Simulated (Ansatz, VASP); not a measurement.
This is a calculation of InAs for VASP 6.6.1.

INCAR

```
SYSTEM = InAs
PREC = Accurate ; ENCUT = 520
EDIFF = 1E-7 ; ISMEAR = -1
SIGMA = 0.05 ; LREAL = .FALSE.
LASPH = .TRUE. ; NELM = 60
ALGO = Fast ; ISIF = 2
LWAVE = .FALSE. ; LCHARG = .FALSE.
MAGMOM = 0 0 0 0 0 0 ; LORBIT = 11
LSORBIT = .TRUE. ; GGA_COMPAT = .FALSE.
GGA = PE ; NBANDS = 30
```

The input KPOINTS:

```
regular mesh
0
G
  6 6 6
  0 0 0
```

POSCAR

```
InAs
1.0
    0.0000000000      3.0180000000      3.0180000000
    3.0180000000      0.0000000000      3.0180000000
    3.0180000000      3.0180000000      0.0000000000
In As
1 1
Direct
    0.0000000000      0.0000000000      0.0000000000
    0.7500000000      0.7500000000      0.7500000000
```

The input KPOINTS_OPT:

```
path GXWKGLUWLK,UX
15
line-mode
reciprocal
 0.0000000000  0.0000000000  0.0000000000  G
 0.5000000000  0.0000000000  0.5000000000  X

 0.5000000000  0.0000000000  0.5000000000  X
 0.5000000000  0.2500000000  0.7500000000  W

 0.5000000000  0.2500000000  0.7500000000  W
 0.3750000000  0.3750000000  0.7500000000  K

 0.3750000000  0.3750000000  0.7500000000  K
 0.0000000000  0.0000000000  0.0000000000  G

 0.0000000000  0.0000000000  0.0000000000  G
 0.5000000000  0.5000000000  0.5000000000  L

 0.5000000000  0.5000000000  0.5000000000  L
 0.6250000000  0.2500000000  0.6250000000  U

 0.6250000000  0.2500000000  0.6250000000  U
 0.5000000000  0.2500000000  0.7500000000  W

 0.5000000000  0.2500000000  0.7500000000  W
 0.5000000000  0.5000000000  0.5000000000  L

 0.5000000000  0.5000000000  0.5000000000  L
 0.3750000000  0.3750000000  0.7500000000  K

 0.6250000000  0.2500000000  0.6250000000  U
 0.5000000000  0.0000000000  0.5000000000  X
```

Potentials or basis: VASP PAW PBE potentials, release 64 (In_d, As).

Run with:

```console
$ cat potpaw_PBE.64/In_d/POTCAR potpaw_PBE.64/As/POTCAR > POTCAR
$ mpirun -np 1 vasp_ncl > vasp.out
```

Task: Set up the same calculation for Ansatz 0.2.0. Potentials there: Ansatz PAW.

Result: As run (the cutoff follows the program's own potentials):

File input.yaml:

```yaml
crystal:
  lattice:
    - [0.0, 3.018, 3.018]
    - [3.018, 0.0, 3.018]
    - [3.018, 3.018, 0.0]
  atoms:
    - { symbol: In, position: [0.0, 0.0, 0.0] }
    - { symbol: As, position: [0.75, 0.75, 0.75] }
hamiltonian:
  xc: pbe
  pseudopotentials: { kind: paw_fr }
magnetization:
  noncollinear: true
  spin_orbit: true
kpoints:
  mp_grid: { grid: [6, 6, 6] }
  band_path:
    path:
      - [[0.0, 0.0, 0.0], [0.5, 0.0, 0.5], [0.5, 0.25, 0.75], [0.375, 0.375, 0.75], [0.0, 0.0, 0.0], [0.5, 0.5, 0.5], [0.625, 0.25, 0.625], [0.5, 0.25, 0.75], [0.5, 0.5, 0.5], [0.375, 0.375, 0.75]]
      - [[0.625, 0.25, 0.625], [0.5, 0.0, 0.5]]
    npoints: 14
scf:
  occupations: { method: fermi_dirac, width: 0.05 }
  n_extra_bands: 6
output:
  forces: true
  stress: true
  eigenvalues: true
  fatbands: false
```

Potentials or basis: Ansatz PAW.

Run with:

```console
$ ansatz run input.yaml --threads 2 --pin off --max-ram 5632MiB --backend cpu --events-out ev --progress --plain --runs-dir out
```

Both were run:

|  | VASP | Ansatz | Ansatz less VASP |
| --- | --- | --- | --- |
| gap on the k mesh at the Fermi level (eV) | none | none | - |
| pressure (GPa) | 4.4 | 4.3 | -0.10 |

A gap of «none» marks a metal or a gap that the smearing closes. The two sets of potentials don't hold the same shells in valence.
